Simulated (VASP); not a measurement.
# CaSe (Fm-3m) in VASP: convergence with ecut chi

Aim: find how far ecut chi must go before the results for CaSe settle, at PBE. This setting moves, with any that are tied to it; all else stays.

Everything below comes from runs of VASP 6.6.1. Logs are shortened: lines on timing, memory, paths and dates and some standing lists are left out, and cuts for length are marked.

**1. The structure**

Symmetry: Fm-3m, No. 225, cubic system. Conventional cell: a = 5.912 Å, b = 5.912 Å, c = 5.912 Å, α = 90.00°, β = 90.00°, γ = 90.00°. Around Se (site symmetry m-3m) lie 6 Ca at 2.96 Å. Around Ca (site symmetry m-3m) lie 6 Se at 2.96 Å.

**2. With ecut chi 50**

The input, POSCAR:

```
CaSe
1.0
    0.0000000000      2.9560000000      2.9560000000
    2.9560000000      0.0000000000      2.9560000000
    2.9560000000      2.9560000000      0.0000000000
Se Ca
1 1
Direct
    0.5000000000      0.5000000000      0.5000000000
    0.0000000000      0.0000000000      0.0000000000
```

The input, INCAR.step1:

```
SYSTEM = CaSe
PREC = Accurate
ENCUT = 450
EDIFF = 1E-8
ISMEAR = 0
SIGMA = 0.01
LREAL = .False.
LASPH = .True.
NELM = 60
ALGO = Fast
LWAVE = .True.
LCHARG = .False.
GGA = PE
```

The input, INCAR.step2:

```
SYSTEM = CaSe
PREC = Accurate
ENCUT = 450
EDIFF = 1E-8
ISMEAR = 0
SIGMA = 0.01
LREAL = .False.
LASPH = .True.
NELM = 1
ALGO = Exact
LWAVE = .True.
LCHARG = .False.
GGA = PE
NBANDS = 108
LOPTICS = .True.
ISTART = 1
```

The input, INCAR.step3:

```
SYSTEM = CaSe
PREC = Accurate
ENCUT = 450
EDIFF = 1E-8
ISMEAR = 0
SIGMA = 0.01
LREAL = .False.
LASPH = .True.
ALGO = EVGW0
LWAVE = .False.
LCHARG = .False.
GGA = PE
NELMGW = 1
NBANDS = 108
ENCUTGW = 50
NOMEGA = 48
PRECFOCK = Fast
ISTART = 1
NBANDSGW = 16
```

The input, KPOINTS:

```
regular mesh
0
Gamma
  3 3 3
  0 0 0
```

Potentials or basis: VASP PAW PBE potentials, release 64 (Se_GW, Ca_sv_GW).

Started as:

```sh
$ cat potpaw_PBE.64/Se_GW/POTCAR potpaw_PBE.64/Ca_sv_GW/POTCAR > POTCAR
$ cp INCAR.step1 INCAR
$ mpirun -np 1 vasp_std > vasp.out
$ cp INCAR.step2 INCAR
$ mpirun -np 1 vasp_std > vasp.out
$ cp INCAR.step3 INCAR
$ mpirun -np 1 vasp_std > vasp.out
```

Run time: 50 s. Hardware: 1 thread of Intel Xeon Platinum 8375C at 2.90GHz (Ice Lake), shared host; peak memory 0.29 GiB.

Results:

```yaml
Band_gap_on_the_k_mesh_mean-field_level: 2.31 eV, indirect (least direct gap 3.12 eV)
Quasiparticle_gap: 3.67 eV
Least_direct_quasiparticle_gap: 4.30 eV
```

**3. With ecut chi 75**

POSCAR is that of step 2.

INCAR.step1 is that of step 2.

INCAR.step2 is that of step 2.

Edit INCAR.step3 of step 2 so:

```diff
@@ -14,3 +14,3 @@
 NBANDS = 108
-ENCUTGW = 50
+ENCUTGW = 75
 NOMEGA = 48
```

KPOINTS is that of step 2.

Potentials or basis: VASP PAW PBE potentials, release 64 (Se_GW, Ca_sv_GW).

Started as:

```sh
$ cat potpaw_PBE.64/Se_GW/POTCAR potpaw_PBE.64/Ca_sv_GW/POTCAR > POTCAR
$ cp INCAR.step1 INCAR
$ mpirun -np 1 vasp_std > vasp.out
$ cp INCAR.step2 INCAR
$ mpirun -np 1 vasp_std > vasp.out
$ cp INCAR.step3 INCAR
$ mpirun -np 1 vasp_std > vasp.out
```

Wall time 50 s (1 thread of Intel Xeon Platinum 8375C at 2.90GHz (Ice Lake), shared host); peak memory 0.29 GiB.

What came out:

```yaml
Band_gap_on_the_k_mesh_mean-field_level: 2.31 eV, indirect (least direct gap 3.12 eV)
Quasiparticle_gap: 3.81 eV
Least_direct_quasiparticle_gap: 4.45 eV
```

**4. With ecut chi 100**

POSCAR is that of step 3.

INCAR.step1 is that of step 3.

INCAR.step2 is that of step 3.

Edit INCAR.step3 of step 3 so:

```diff
@@ -14,3 +14,3 @@
 NBANDS = 108
-ENCUTGW = 75
+ENCUTGW = 100
 NOMEGA = 48
```

KPOINTS is that of step 3.

Started as:

```sh
$ cat potpaw_PBE.64/Se_GW/POTCAR potpaw_PBE.64/Ca_sv_GW/POTCAR > POTCAR
$ cp INCAR.step1 INCAR
$ mpirun -np 1 vasp_std > vasp.out
$ cp INCAR.step2 INCAR
$ mpirun -np 1 vasp_std > vasp.out
$ cp INCAR.step3 INCAR
$ mpirun -np 1 vasp_std > vasp.out
```

It took 50 s on 1 thread of Intel Xeon Platinum 8375C at 2.90GHz (Ice Lake), shared host; peak memory 0.3 GiB.

Results:

```
Band gap on the k mesh, mean-field level : 2.31 eV, indirect (least direct gap 3.12 eV)
Quasiparticle gap                        : 3.91 eV
Least direct quasiparticle gap           : 4.54 eV
```

**5. With ecut chi 150**

POSCAR is that of step 4.

INCAR.step1 is that of step 4.

INCAR.step2 is that of step 4.

Edit INCAR.step3 of step 4 so:

```diff
@@ -14,3 +14,3 @@
 NBANDS = 108
-ENCUTGW = 100
+ENCUTGW = 150
 NOMEGA = 48
```

KPOINTS is that of step 4.

Started as:

```sh
$ cat potpaw_PBE.64/Se_GW/POTCAR potpaw_PBE.64/Ca_sv_GW/POTCAR > POTCAR
$ cp INCAR.step1 INCAR
$ mpirun -np 1 vasp_std > vasp.out
$ cp INCAR.step2 INCAR
$ mpirun -np 1 vasp_std > vasp.out
$ cp INCAR.step3 INCAR
$ mpirun -np 1 vasp_std > vasp.out
```

Wall time 50 s (1 thread of Intel Xeon Platinum 8375C at 2.90GHz (Ice Lake), shared host); peak memory 0.3 GiB.

What came out:

```
Band gap on the k mesh, mean-field level : 2.31 eV, indirect (least direct gap 3.12 eV)
Quasiparticle gap                        : 3.98 eV
Least direct quasiparticle gap           : 4.59 eV
```

**6. With ecut chi 200**

POSCAR is that of step 5.

INCAR.step1 is that of step 5.

INCAR.step2 is that of step 5.

Edit INCAR.step3 of step 5 so:

```diff
@@ -14,3 +14,3 @@
 NBANDS = 108
-ENCUTGW = 150
+ENCUTGW = 200
 NOMEGA = 48
```

KPOINTS is that of step 5.

Potentials or basis: VASP PAW PBE potentials, release 64 (Se_GW, Ca_sv_GW).

Started as:

```sh
$ cat potpaw_PBE.64/Se_GW/POTCAR potpaw_PBE.64/Ca_sv_GW/POTCAR > POTCAR
$ cp INCAR.step1 INCAR
$ mpirun -np 1 vasp_std > vasp.out
$ cp INCAR.step2 INCAR
$ mpirun -np 1 vasp_std > vasp.out
$ cp INCAR.step3 INCAR
$ mpirun -np 1 vasp_std > vasp.out
```

It took 67 s on 1 thread of Intel Xeon Platinum 8375C at 2.90GHz (Ice Lake), shared host; peak memory 0.36 GiB.

Results:

| Property | Result |
| --- | --- |
| Band gap on the k mesh, mean-field level | 2.31 eV, indirect (least direct gap 3.12 eV) |
| Quasiparticle gap | 4.00 eV |
| Least direct quasiparticle gap | 4.60 eV |

**7. With ecut chi 250**

POSCAR is that of step 6.

INCAR.step1 is that of step 6.

INCAR.step2 is that of step 6.

Edit INCAR.step3 of step 6 so:

```diff
@@ -14,3 +14,3 @@
 NBANDS = 108
-ENCUTGW = 200
+ENCUTGW = 250
 NOMEGA = 48
```

KPOINTS is that of step 6.

Potentials or basis: VASP PAW PBE potentials, release 64 (Se_GW, Ca_sv_GW).

Started as:

```sh
$ cat potpaw_PBE.64/Se_GW/POTCAR potpaw_PBE.64/Ca_sv_GW/POTCAR > POTCAR
$ cp INCAR.step1 INCAR
$ mpirun -np 1 vasp_std > vasp.out
$ cp INCAR.step2 INCAR
$ mpirun -np 1 vasp_std > vasp.out
$ cp INCAR.step3 INCAR
$ mpirun -np 1 vasp_std > vasp.out
```

OUTCAR:

```text
SYSTEM = CaSe
   PREC = Accurate
   ENCUT = 450
   EDIFF = 1E-8
   ISMEAR = 0
   LREAL = .False.
   LASPH = .True.
   GGA = PE
   NELMGW = 1
   ENCUTGW = 250
   PRECFOCK = Fast
   ISTART = 1

 ion  position               nearest neighbor table
   1  0.500  0.500  0.500-   2 2.96   2 2.96   2 2.96   2 2.96   2 2.96   2 2.96
   2  0.000  0.000  0.000-   1 2.96   1 2.96   1 2.96   1 2.96   1 2.96   1 2.96

  LATTYP: Found a face centered cubic cell.
 ALAT       =     5.9120000000

  Lattice vectors:

 A1 = (   0.0000000000,   2.9560000000,   2.9560000000)
 A2 = (   2.9560000000,   0.0000000000,   2.9560000000)
 A3 = (   2.9560000000,   2.9560000000,   0.0000000000)

Analysis of symmetry for initial positions (statically):
=====================================================================
 Subroutine PRICEL returns:
 Original cell was already a primitive cell.

 Routine SETGRP: Setting up the symmetry group for a
 face centered cubic supercell.

 Subroutine GETGRP returns: Found 48 space group operations
 (whereof 48 operations were pure point group operations)
 out of a pool of 48 trial point group operations.

The static configuration has the point symmetry O_h .

Analysis of symmetry for dynamics (positions and initial velocities):
=====================================================================
 Subroutine PRICEL returns:
 Original cell was already a primitive cell.

 Routine SETGRP: Setting up the symmetry group for a
 face centered cubic supercell.

 Subroutine GETGRP returns: Found 48 space group operations
 (whereof 48 operations were pure point group operations)
 out of a pool of 48 trial point group operations.

The dynamic configuration has the point symmetry O_h .

 Subroutine INISYM returns: Found 48 space group operations
 (whereof 48 operations are pure point group operations),
 and found     1 'primitive' translations

----------------------------------------------------------------------------------------

                                     Primitive cell

  volume of cell :      51.6587
[... 30 lines left out ...]
     0.056382499 -0.056382499  0.056382499     0.000000000  0.333333333  0.000000000
     0.056382499  0.056382499 -0.056382499     0.000000000  0.000000000  0.333333333

  Length of vectors
     0.097657353  0.097657353  0.097657353

  Shift w.r.t. Gamma in fractional coordinates (k-lattice)
     0.000000000  0.000000000  0.000000000

 Subroutine IBZKPT returns following result:
 ===========================================

 Found      4 irreducible k-points:

 Following reciprocal coordinates:
            Coordinates               Weight
  0.000000  0.000000  0.000000      1.000000
  0.333333  0.000000  0.000000      8.000000
  0.333333  0.333333  0.000000      6.000000
 -0.333333  0.333333  0.000000     12.000000
   k-points           NKPTS =      4   k-points in BZ     NKDIM =     27   number of bands    NBANDS=    108
   number of dos      NEDOS =    301   number of ions     NIONS =      2
   total plane-waves  NPLWV =  27000
   dimension x,y,z NGX =    30 NGY =   30 NGZ =   30
   dimension x,y,z NGXF=    60 NGYF=   60 NGZF=   60
   ions per type =               1   1
   NGX,Y,Z   is equivalent  to a cutoff of  11.93, 11.93, 11.93 a.u.
   NGXF,Y,Z  is equivalent  to a cutoff of  23.86, 23.86, 23.86 a.u.
 SYSTEM =  CaSe
   PREC   = accura    normal or accurate (medium, high low for compatibility)
   ISTART =      1    job   : 0-new  1-cont  2-samecut
   ICHARG =      0    charge: 1-file 2-atom 10-const
   ISPIN  =      1    spin polarized calculation?
   LNONCOLLINEAR =      F non collinear calculations
   LSORBIT =      F    spin-orbit coupling
   LASPH  =      T    aspherical Exc in radial PAW
   ENCUT  =  450.0 eV  33.07 Ry    5.75 a.u.   7.23  7.23  7.23*2*pi/ulx,y,z
   NELM   =     60;   NELMIN=  2; NELMDL=  0     # of ELM steps
   EDIFF  = 0.1E-07   stopping-criterion for ELM
   LREAL  =      F    real-space projection
   EDIFFG = 0.1E-06   stopping-criterion for IOM
   NSW    =      0    number of steps for IOM
   IBRION =     -1    ionic relax: 0-MD 1-quasi-New 2-CG
   NFREE  =      0    steps in history (QN), initial steepest desc. (CG)
   ISIF   =      0    stress and relaxation
   ISYM   =      3    0-nonsym 1-usesym 2-fastsym
   POTIM  = 0.5000    time-step for ionic-motion
   TEBEG  =    0.0;   TEEND  =   0.0 temperature during run
   PSTRESS=    0.0 pullay stress
   NELECT =      16.0000    total number of electrons
   NUPDOWN=      -1.0000    fix difference up-down
   EMIN   =  10.00;   EMAX   =-10.00  energy-range for DOS
   EFERMI =   0.00;   METHOD = LEGACY
   ISMEAR =     0;   SIGMA  =   0.01  broadening in eV -4-tet -1-fermi 0-gaus
   EFERMI_NEDOS =   21; number of points for ismear=-14 and -15
   IALGO  =     38    algorithm
   IMIX   =      4    mixing-type and parameters
     AMIX     =   0.40;   BMIX     =  1.00
     AMIX_MAG =   1.60;   BMIX_MAG =  1.00
  volume/ion in A,a.u.               =      25.83       174.30
  Fermi-wavevector in a.u.,A,eV,Ry     =   1.107645  2.093145 16.692666  1.226876
  Thomas-Fermi vector in A             =   2.244161
   LORBIT       =      0    0 simple, 1 ext, 2 COOP (PROOUT), +10 PAW based schemes
   GGA     = PE    functional components
   LHFCALC =     T    Hartree Fock is set to
   PRECFOCK=fast      Normal, Fast or Accurate (Low or Medium for compatibility)
   ENCUT4O =  -1.0   cutoff for four orbital integrals eV
   NKREDX  =     1    reduce k-point grid by
   NKREDY  =     1    reduce k-point grid by
   NKREDZ  =     1    reduce k-point grid by
   AEXX    =    1.0000 exact exchange contribution
   HFSCREEN=    0.0000 screening length (either q_TF or 0.3 A-1)
   HFSCREENC=   0.0000 screening length for correlation (either q_TF or 0.3 A-1)
   ENCUTFOCK=  -1.0 apply spherical cutoff to Coloumb kernel
   IVDW    =     0    specifies the selected vdW correction
   LEPSILON=     F    determine dielectric tensor
   LRPA    =     F    only Hartree local field effects (RPA)
   LRPAFORCE           =     F    calculate RPA forces
   ENCUTGW             = 250.0    cutoff for response function in eV
   ENCUTGWSOFT         = 200.0    soft cutoff for Coulomb kernel in GW response function in eV
   ENCUTLF             =  -1.0    cutoff for local field effects
   NELMGW              =     1    number of iterations in solving QP/BSE equation
   NELMHF              =     1    number of iterations in the inner HF iteration
   NKREDLFX            =     1    NKREDLFY  =   1   NKREDLFZ  =   1
 non-spin polarized calculation
 Gauss-broadening in eV      SIGMA  =   0.01
  energy-cutoff  :      450.00
  volume of cell :       51.66
 maximum number of plane-waves:      1139
 NGX is ok and might be reduce to    30
  NGX = 16; NGY = 16; NGZ = 16
   NGX = 15   NGY = 15   NGZ = 15
 maximum number of plane-waves:       468

 QP shifts <psi_nk| G(iteration)W_0 |psi_nk>: iteration 1
 for sc-GW calculations column KS-energies equals QP-energies in previous step
 and V_xc(KS)=  KS-energies - (<T + V_ion + V_H > + <T+V_H+V_ion>^1  + <V_x>^1)

 k-point   1 :       0.0000    0.0000    0.0000
  band No.  KS-energies  QP-energies   sigma(KS)   V_xc(KS)     V^pw_x(r,r')   Z            occupation Imag(sigma)

      1     -36.0906     -37.0307     -22.3775     -20.7295     -34.4436       0.5705       2.0000       1.1847
      2     -17.0803     -18.7763     -22.3592     -19.9486     -27.8796       0.7035       2.0000       0.4334
      3     -17.0803     -18.7763     -22.3592     -19.9486     -27.8796       0.7035       2.0000       0.4334
      4     -17.0803     -18.7763     -22.3592     -19.9486     -27.8796       0.7035       2.0000       0.4334
      5      -8.0639      -8.9398     -13.7235     -12.4534     -19.8226       0.6897       2.0000       1.3847
      6       3.7267       2.8789     -13.2254     -12.1181     -14.9614       0.7656       2.0000       0.1675
[... 55 lines left out ...]
      2     -17.1519     -18.8012     -22.2004     -19.8025     -27.7824       0.6878       2.0000       0.4787
      3     -17.1389     -18.8227     -22.2653     -19.8366     -27.8090       0.6933       2.0000       0.4553
      4     -17.0986     -18.7803     -22.3238     -19.9151     -27.8528       0.6982       2.0000       0.4364
      5      -7.3837      -8.1993     -14.2308     -13.0677     -20.0667       0.7013       2.0000       1.2238
      6       1.2884       0.3040     -11.9672     -10.6557     -14.1412       0.7506       2.0000       0.2461
[... 8 lines left out ...]
     15      12.7845      13.6754      -9.7938     -10.9766      -4.8643       0.7532       0.0000      -0.4595
     16      12.9245      13.9934     -10.8363     -12.2819      -5.6640       0.7394       0.0000      -0.4759
```

OUTCAR.step1:

```text
SYSTEM = CaSe
   PREC = Accurate
   ENCUT = 450
   EDIFF = 1E-8
   ISMEAR = 0
   LREAL = .False.
   LASPH = .True.
[... 260 lines left out ...]
      2.95600      2.95600      2.95600         0.000000      0.000000     -0.000000
      0.00000      0.00000      0.00000        -0.000000     -0.000000      0.000000
 -----------------------------------------------------------------------------------
    total drift:                               -0.000000      0.000000      0.000000

  FREE ENERGIE OF THE ION-ELECTRON SYSTEM (eV)
  ---------------------------------------------------
  free  energy   TOTEN  =       -14.3311806864 eV

  energy  without entropy=      -14.3311806864  energy(sigma->0) =      -14.33118069
```

OUTCAR.step2:

```text
SYSTEM = CaSe
   PREC = Accurate
   ENCUT = 450
   EDIFF = 1E-8
[... 627 lines left out ...]
  --------------------------------------------------------------------------------------------------------------
     0.00000     8.15764     8.15764     8.15764    -0.00000    -0.00000     0.00000
     1.45677     9.18027     9.18027     9.18027    -0.00000    -0.00000     0.00000
     2.91354    23.23342    23.23342    23.23342    -0.00000    -0.00000     0.00000
     4.37031     4.51860     4.51860     4.51860    -0.00000    -0.00000     0.00000
     5.82707   -10.84731   -10.84731   -10.84731     0.00000     0.00000    -0.00000
     7.28384     2.59486     2.59486     2.59486     0.00000     0.00000    -0.00000
[... 92 lines left out ...]
   142.76333     0.97957     0.97957     0.97957    -0.00000     0.00000    -0.00000
   144.22010     0.98001     0.98001     0.98001    -0.00000     0.00000    -0.00000
```

Run time: 90 s. Hardware: 1 thread of Intel Xeon Platinum 8375C at 2.90GHz (Ice Lake), shared host; peak memory 0.53 GiB.

What came out:

- Band gap on the k mesh, mean-field level: 2.31 eV, indirect (least direct gap 3.12 eV)
- Quasiparticle gap: 4.01 eV
- Least direct quasiparticle gap: 4.60 eV

**8. Summary**

```csv
ecut chi,quasiparticle gap at the points computed (eV),CPU time (s),peak memory (GiB)
50,3.675,48,0.29
75,3.814,48,0.29
100,3.910,48,0.3
150,3.985,48,0.3
200,4.001,66,0.36
250,4.006,88,0.53
```

Against the tightest run, the quasiparticle gap at the points computed stays within 0.05 eV from 150 on. The tightest run that finished is the yardstick and may itself not be fully converged.

Caveats: all runs use coarse meshes; bands, screening cutoff and mesh are small and nothing is extrapolated, so the quasiparticle values aren't converged; an odd mesh through Γ misses points on the zone boundary, where band edges often lie.
